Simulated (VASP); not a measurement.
Here is a VASP 6.6.1 calculation.

INCAR

```
SYSTEM = Sc
PREC     = Accurate       ! precision mode
ENCUT    = 520            ! plane-wave cutoff, eV
EDIFF    = 1E-7           ! SCF threshold, eV
ISMEAR   = 0              ! smearing method
SIGMA    = 0.1            ! smearing width, eV
LREAL    = .FALSE.        ! projectors in reciprocal space
LASPH    = .TRUE.         ! aspherical terms in the spheres
NELM     = 120            ! most SCF steps
ALGO     = Normal         ! electronic algorithm
ISIF     = 3              ! what is computed and relaxed
LWAVE    = .FALSE.        ! write WAVECAR
LCHARG   = .FALSE.        ! write CHGCAR
GGA      = PE             ! functional
IBRION   = 2              ! ionic algorithm
NSW      = 60             ! ionic steps
EDIFFG   = -0.005         ! ionic threshold
POTIM    = 0.3            ! step
```

KPOINTS

```
Automatic mesh
0
G
  17 17 17
  0 0 0
```

The input POSCAR:

```
Sc                                      
1.0
    0.0000000000      2.3100561350      2.3100561350
    2.3100561350      0.0000000000      2.3100561350
    2.3100561350      2.3100561350      0.0000000000
  Sc            
     1
Direct
     0.0000000000000000    0.0000000000000000    0.0000000000000000
```

Potentials or basis: VASP PAW PBE potentials, release 64 (Sc_sv).

Run with:

```sh
$ cat potpaw_PBE.64/Sc_sv/POTCAR > POTCAR
$ mpirun -np 1 vasp_std > vasp.out
```

What does it give for the band gap on the k mesh?

None (metal or under the smearing width).

Final structure:
```cif
data_structure
_symmetry_space_group_name_H-M 'P 1'
_symmetry_Int_Tables_number 1
_cell_length_a 3.2669
_cell_length_b 3.2669
_cell_length_c 3.2669
_cell_angle_alpha 60.000
_cell_angle_beta 60.000
_cell_angle_gamma 60.000
_cell_volume 24.65
loop_
_atom_site_label
_atom_site_type_symbol
_atom_site_fract_x
_atom_site_fract_y
_atom_site_fract_z
_atom_site_occupancy
Sc1 Sc 0.00000 0.00000 0.00000 1
```

Caveat: the relaxation stopped at its first step, so nothing moved.
